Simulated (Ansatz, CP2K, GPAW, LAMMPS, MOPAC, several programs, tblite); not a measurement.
## Many methods on one cell: LiCl (h-MgO type)

LiCl, h-MgO type, relaxed with r2SCAN in Ansatz, was computed with several methods. Space group P6_3/mmc (No. 194), hexagonal; conventional cell a = 4.162 Å, c = 5.233 Å, 19.62 Å³ an atom. Li has 5 Cl at 2.40–2.62 Å; Cl has 5 Li at 2.40–2.62 Å. Values at 0 K without nuclear motion; spin polarisation is off, and the phase may be a hypothetical one.

```
CELL_PARAMETERS angstrom
4.16187 0.00000 0.00000
-2.08094 3.60429 0.00000
0.00000 0.00000 5.23255
ATOMIC_POSITIONS crystal
Li 0.33333 0.66667 0.25000
Li 0.66667 0.33333 0.75000
Cl 0.66667 0.33333 0.25000
Cl 0.33333 0.66667 0.75000
```

Gaps and times are for a single point on this cell; volume and bulk modulus come from each method's own relaxation or energy curve at fixed shape, which is too stiff where a cell has free coordinates or axes. Times are rough, from shared hosts (Arm Neoverse V1), and each method has its own mesh and cell size. A double dagger marks a value from a curve with shape and coordinates held. A star marks a curve whose lowest point is an end point. PM6 (MOPAC), PM7 (MOPAC), GFN1-xTB (tblite), GFN2-xTB (tblite) treat a cluster of cells at its zone centre, which samples few k points: where these miss a band edge, the gap comes out too large for that reason alone. Gaps from k meshes are read at a limited set of points (mesh, symmetry points, PBE's band edges), so each method's own least gap may be somewhat smaller. Force fields have no electrons; where one was fitted to this phase, its volume and modulus reflect the fit. xTB and the PM methods were fitted mostly to molecules, and can miss a solid's gap by electronvolts. Minimal bases can be far off for gaps. GLLB-SC's gap includes the derivative discontinuity. d marks a direct gap, i an indirect one (no mark: not told apart), a dash a value that wasn't computed or didn't pass its checks.

```csv
method,kind,gap (eV),own volume (Å³/atom),bulk modulus (GPa),atoms computed,processor time
ffield.eim (LAMMPS),force field,–,–,–,4,0.12 s
"light PBE (260 eV, its own mesh)",light plane-wave,5.65 d,20.08‡,26‡,4,0.97 s
GFN1-xTB (tblite),tight binding,3.90,17.54*‡,–,72,4.4 s
PBE,semilocal,5.65 d,20.07,26‡,4,5.6 s
PM7 (MOPAC),semi-empirical,7.17,–,–,72,6.2 s
PM6 (MOPAC),semi-empirical,10.85,–,–,72,6.8 s
GFN2-xTB (tblite),tight binding,4.30,19.27‡,32‡,72,7.1 s
PBE/SZV (CP2K),small basis,4.95 d,21.85*‡,–,4,11 s
PBE/single zeta (GPAW),small basis,4.71 d,–,–,4,14 s
r2SCAN,semilocal,6.30 d,19.62,28‡,4,15 s
PBE/DZVP (CP2K),small basis,5.59 d,20.34‡,26‡,4,20 s
GLLB-SC (GPAW),model potential,9.59,–,–,4,35 s
```

Against r2SCAN (6.30 eV) the nearest gap at the points sampled is that of PBE (-0.64 eV) and the farthest that of PM6 (MOPAC) (+4.55 eV). r2SCAN is only a yardstick of convenience: semilocal gaps usually lie below measured ones, which GLLB-SC and hybrids aim to mend.

Volumes against r2SCAN's: PBE +2.3 %.
